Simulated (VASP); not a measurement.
CoPt (L1_0): computed properties

Computed with PBE GGA, VASP's PBE PAW potentials (set 64) (plane waves; VASP 6.6.1).

| Item | Value |
|---|---|
| space group | P4/mmm (123) |
| cell | a = 2.6930 Å, b = 2.6930 Å, c = 3.7152 Å, α = 90.00°, β = 90.00°, γ = 90.00° |
| volume per atom | 13.47 Å^3/atom |
| band gap (over mesh and band path) | none (metal, semimetal or under 0.01 eV) |
| cell moment | 2.26 μB |
| Hill bulk modulus | 221 GPa |
| Hill shear modulus | 105 GPa |
| Poisson's ratio | 0.294 |
| band gap with spin-orbit coupling | none (metallic) |
| density | 15.66 g/cm³ |
| optical Γ-point spectrum | 149 (×2), 208 cm⁻¹ |
| C11 | 415 GPa |
| C12 | 88.5 GPa |
| C13 | 171 GPa |
| C33 | 298 GPa |
| C44 | 130 GPa |
| C66 | 68.8 GPa |

```xyz
2
Lattice="2.6930 0.0000 0.0000 0.0000 2.6930 0.0000 0.0000 0.0000 3.7152" Properties=species:S:1:pos:R:3 pbc="T T T"
Co     0.0000     0.0000     0.0000
Pt     1.3465     1.3465     1.8576
```
Starting moments (μB, in the order of the record's atoms Co Pt): 1.9 0.4.

Measured: c 3.707 Å (computed value off by +0.2 %), as given by S Karoui et al., Journal of Physics Condensed Matter (2013), arXiv:1204.5845. The calculation is for a static lattice, while the measured c holds thermal and zero-point effects, which are part of the difference. Finite-difference elastic constants of metals are sensitive to mesh and smearing; shear constants can be off by tens of GPa. Unless said otherwise, spin-orbit coupling is left out, though it shifts the bands of the heavy elements here.

The compound is CoPt in the L1_0 structure. It was relaxed first. Symmetry was kept, so distortions that lower it aren't found.
